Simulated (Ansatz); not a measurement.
## Two Ansatz runs on HgTe

The geometry is COD entry 1538296, unchecked; take it as a test cell.

First run: DFT, PBE, PAW with Ansatz's default frozen-core files, scalar-relativistic (Ansatz 0.2.0).

Command: `ansatz run input.yaml --threads 1 --pin off --max-ram 2048MiB --backend cpu --events-out ev --progress --plain --runs-dir out` The run took 6.6 s on 1 thread of Arm Neoverse V2, on a shared host, peak memory 0.44 GiB.

```yaml
crystal:
  lattice:
    - [0.0, 2.9215, 2.9215]
    - [2.9215, 0.0, 2.9215]
    - [2.9215, 2.9215, 0.0]
  atoms:
    - { symbol: Hg, position: [0.0, 0.0, 0.0] }
    - { symbol: Te, position: [0.5, 0.5, 0.5] }
kpoints:
  mp_grid: { grid: [12, 12, 12] }
scf:
  occupations: { method: fermi_dirac, width: 0.08 }
hamiltonian:
  xc: pbe
  pseudopotentials: { kind: paw }
output:
  forces: true
  stress: true
  eigenvalues: true
  efg: { contact_densities: true }
basis:
  ecutwfc: 500
```

Result: converged; pressure 10.45 GPa; no gap on the k mesh; 6 SCF iterations.

No spin–orbit coupling, which matters for the heavy atoms here.

The input is then changed:

```diff
@@ -13,5 +13,5 @@
 hamiltonian:
   xc: pbe
-  pseudopotentials: { kind: paw }
+  pseudopotentials: { kind: paw, source: ansatz }
 output:
   forces: true
```

Problem. What does the second run give?

Solution. It converged; pressure 10.37 GPa; no gap on the k mesh; 7 SCF iterations.
